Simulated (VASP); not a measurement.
# MgO: GW band gap, scheme by scheme

MgO, P6_3mc (no. 186), 4 atoms in the cell. PBE, GW; PAW potentials Mg_GW, O_GW (PBE set).

| GW scheme | Iterations | Frequency points | Quasiparticle gap on the mesh (eV) | Gap of the starting point on the mesh (eV) | Quasiparticle gap at the zone centre (eV) | Starting gap at the zone centre (eV) | Correction of the gap between the band edges on the mesh (eV) | Time (s) |
|---|---|---|---|---|---|---|---|---|
| G0W0 low-scaling | 1 | 12 | 5.56 | 3.46 | 5.56 | 3.46 | 2.10 | 158 |
| G0W0 | 1 | 48 | 5.62 | 3.46 | 5.62 | 3.46 | 2.16 | 20 |
| evGW | 4 | 48 | 6.93 | 3.46 | 6.93 | 3.46 | 3.47 | 56 |
| QSGW | 5 | 48 | 7.50 | 3.46 | 7.50 | 3.46 | 4.04 | 126 |

Limits: the mesh is coarse: neither the gap nor the screening is converged.

## Input of the first row

INCAR.step1:
```
  PREC = Accurate
  ENCUT = 500
  ISMEAR = 0
  SIGMA = 0.05
  LASPH = T
  LREAL = F
  GGA = PE
  ALGO = Normal
  EDIFF = 1E-8
  NELM = 150
  LWAVE = T
  LCHARG = F
  KPAR = 2
```

INCAR.step2, as INCAR.step1 but for:
```
- ALGO = Normal
- NELM = 150
+ ALGO = Exact
+ NELM = 1
+ ISTART = 1
+ NBANDS = 224
+ LOPTICS = T
```

INCAR.step3:
```
  PREC = Accurate
  ENCUT = 500
  ISMEAR = 0
  SIGMA = 0.05
  LASPH = T
  LREAL = F
  GGA = PE
  ALGO = G0W0R
  NBANDS = 224
  NBANDSGW = 12
  ENCUTGW = 160
  NOMEGA = 12
  PRECFOCK = Fast
  ISTART = 1
  LWAVE = F
  LCHARG = F
  MAXMEM = 1800
  LFOCKSTD = T
```

KPOINTS:
```
k-points
0
Gamma
  3 3 2
```

POSCAR:
```
MgO
1.0
    3.3077869865      0.0000000000      0.0000000000
   -1.6538934933      2.8646275606      0.0000000000
    0.0000000000      0.0000000000      4.9828816700
Mg O
2 2
Direct
    0.6666666667      0.3333333333      0.5021597400
    0.3333333333      0.6666666667      0.0021597400
    0.6666666667      0.3333333333      0.9024402600
    0.3333333333      0.6666666667      0.4024402600
```

Commands (each step's output is kept before the next begins):
```
cat potpaw_PBE.64/Mg_GW/POTCAR potpaw_PBE.64/O_GW/POTCAR > POTCAR
cp INCAR.step1 INCAR
mpirun -np 4 vasp_std > vasp.out
cp INCAR.step2 INCAR
mpirun -np 4 vasp_std > vasp.out
cp INCAR.step3 INCAR
mpirun -np 4 vasp_std > vasp.out
```

Changes of the last row against the first:
```
(step 3)
- ALGO = G0W0R
- NBANDSGW = 12
- NOMEGA = 12
- MAXMEM = 1800
- LFOCKSTD = True
+ ALGO = QPGW
+ NBANDSGW = 18
+ NOMEGA = 48
+ NELMGW = 5
+ LOPTICS = True
+ LPEAD = True
+ KPAR = 2
```

VASP 6.6.1 took 158 s on 4 cores (Intel Xeon Platinum 8559C (Emerald Rapids)), a shared host.
